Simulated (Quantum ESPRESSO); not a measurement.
HfC:

```
CELL_PARAMETERS angstrom
0.00000 2.32500 2.32500
2.32500 0.00000 2.32500
2.32500 2.32500 0.00000
ATOMIC_POSITIONS crystal
Hf 0.50000 0.50000 0.50000
C 0.00000 0.00000 0.00000
```

Base run:

- Program: Quantum ESPRESSO 7.5
- Functional: RPBE
- Potentials or basis: SG15 PBE 1.2
- Cutoff: 1197 eV
- Density cutoff: 4789 eV
- k mesh: 10 × 10 × 10
- Occupations: fermi-dirac, width 0.05 eV
- Spin: no spin polarisation

Its results: band gap on the k mesh none (metal or under the smearing width); pressure 6.8 GPa.

Q: The run is repeated on the same cell with these changes: functional from RPBE to PBE. What comes out?

A: Band gap on the k mesh none (metal or under the smearing width); pressure 0.4 GPa.

PBE binds more tightly than RPBE, so the same cell stands under less pressure.

Caveats: spin-orbit coupling is left out, which moves the levels of the heavy elements; the potentials were made for another functional, which shifts forces and pressure (some runs).
